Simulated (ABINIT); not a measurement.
The system is BaTiO3.

```
Ba Ti O
1.0
     4.00600    0.00000    0.00000
     0.00000    4.00600    0.00000
     0.00000    0.00000    4.00600
Ba Ti O
1 1 3
Direct
  0.50000 0.50000 0.50000
  0.00000 0.00000 0.00000
  0.00000 0.00000 0.50000
  0.00000 0.50000 0.00000
  0.50000 0.00000 0.00000
```

* Program: ABINIT 10.8.3 (patched build)
* Task: relaxation of cell and atoms
* Functional: LDA
* Potentials or basis: PseudoDojo NC SR LDA v0.4.1 standard
* Cutoff: 1143 eV
* k mesh: 5 × 5 × 5
* Occupations: fermi-dirac, width 0.05 eV
* Spin: no spin polarisation

At the start: pressure -8.9 GPa; volume 12.86 Å³/atom.

Question: How do energy, volume and symmetry change on relaxing?

Answer: Over 5 steps the energy falls by 18.9 meV/atom and the volume is 12.21 Å³/atom (-5.0 %); space group Pm-3m (No. 221, to 0.05 Å).

Step by step:
```tsv
step	energy change (eV)	largest force (eV/Å)	pressure (GPa)	volume (Å³)
1	0.0000	0.0000	-8.95	64.29
2	-0.0734	0.0000	-4.43	62.54
3	-0.0942	0.0000	0.36	60.95
4	-0.0943	0.0000	-0.01	61.07
5	-0.0943	0.0000	0.00	61.07
```

Final structure:
```xyz
5
Lattice="3.9380 0.0000 0.0000 0.0000 3.9380 0.0000 0.0000 0.0000 3.9380" Properties=species:S:1:pos:R:3 pbc="T T T"
Ba    1.9690    1.9690    1.9690
Ti    0.0000    0.0000    0.0000
O     0.0000    0.0000    1.9690
O     0.0000    1.9690    0.0000
O     1.9690    0.0000    0.0000
```

Caveat: this set's barium file shifts pressures by 1 GPa against other sets; this release of the barium file is off.
